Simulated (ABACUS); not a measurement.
# SnO2 (Cassiterite) in ABACUS: the effect of dispersion

SnO2 (Cassiterite):

```
CELL_PARAMETERS angstrom
4.73800 0.00000 0.00000
0.00000 4.73800 0.00000
0.00000 0.00000 3.18650
ATOMIC_POSITIONS crystal
Sn 0.50000 0.50000 0.50000
Sn 0.00000 0.00000 0.00000
O 0.80710 0.19290 0.50000
O 0.69290 0.69290 0.00000
O 0.19290 0.80710 0.50000
O 0.30710 0.30710 0.00000
```

Alike in all runs:

```yaml
Program: ABACUS 3.10.1
Task: single point
Functional: PBE
Potentials_or_basis: PseudoDojo NC SR 0.4.1 PBE standard
Cutoff: 1361 eV
Density_cutoff: 5442 eV
Basis: DZP LCAO (the cutoffs set its grid)
k_mesh: 6 × 6 × 8
Occupations: fermi-dirac, width 0.05 eV
Spin: no spin polarisation
```

| dispersion | pressure (GPa) | largest force (eV/Å) |
| --- | --- | --- |
| none | ? | ? |
| D2 | 13.7 | 0.30 |
| D3 | 14.9 | 0.27 |
| D3(BJ) | 14.1 | 0.27 |
| D3(BJ)+ABC | 14.4 | 0.27 |

Q: What does the run with dispersion none give?

A: Pressure 17.2 GPa; largest force 0.26 eV/Å.

Caveats: the atomic orbitals were generated for these runs and aren't a published set; the basis of atomic orbitals isn't converged, which shifts pressures, moduli and gaps.
